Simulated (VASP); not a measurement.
The system is Ge.

```
Ge
1.0
     6.20552    0.00000    0.00000
    -3.10276    5.37414    0.00000
     0.00000    0.00000    3.65966
Ge
6
Direct
  0.62265 0.00000 0.00000
  0.00000 0.62265 0.66667
  0.37735 0.37735 0.33333
  0.37735 0.00000 0.50000
  0.00000 0.37735 0.16667
  0.62265 0.62265 0.83333
```

The cell was built by a generator and needn't be a form met in nature.

| Property | Result |
| --- | --- |
| Program | VASP 6.6.1 |
| Task | relaxation of cell and atoms |
| Functional | PBE |
| Potentials or basis | VASP PAW PBE potentials, release 64 (Ge_d) |
| Cutoff | 600 eV |
| k mesh | 3 × 3 × 6 |
| Occupations | gaussian, width 0.1 eV |
| Spin | no spin polarisation |

At the start: pressure 11.5 GPa; volume 20.34 Å³/atom.

Question: Where does the relaxation end?

Answer: Over 7 steps the energy falls by 116.4 meV/atom and the volume is 23.54 Å³/atom (+15.7 %); space group P6_522 (No. 179, to 0.05 Å).

The path:
| step | energy change (eV) | largest force (eV/Å) | pressure (GPa) | volume (Å³) |
| --- | --- | --- | --- | --- |
| 1 | 0.0000 | 0.2887 | 11.54 | 122.05 |
| 2 | -0.5519 | 0.5370 | -3.10 | 149.72 |
| 3 | -0.6550 | 0.3969 | 0.21 | 140.66 |
| 4 | -0.6548 | 0.4070 | -0.04 | 141.05 |
| 5 | -0.6867 | 0.1671 | -0.32 | 141.94 |
| 6 | -0.6950 | 0.0034 | -0.45 | 142.68 |
| 7 | -0.6987 | 0.0003 | 0.07 | 141.25 |

Final structure:
```
Ge
1.0
     6.41078    0.00000    0.00000
    -3.20539    5.55189    0.00000
     0.00000    0.00000    3.96861
Ge
6
Direct
  0.61887 0.00000 0.00000
  0.00000 0.61887 0.66667
  0.38113 0.38113 0.33333
  0.38113 0.00000 0.50000
  0.00000 0.38113 0.16667
  0.61887 0.61887 0.83333
```

Caveat: the k mesh is coarse (spacing up to 0.39 Å⁻¹), so the values aren't converged; the volume moved by over 15 % at a fixed basis, so the end points are rough.
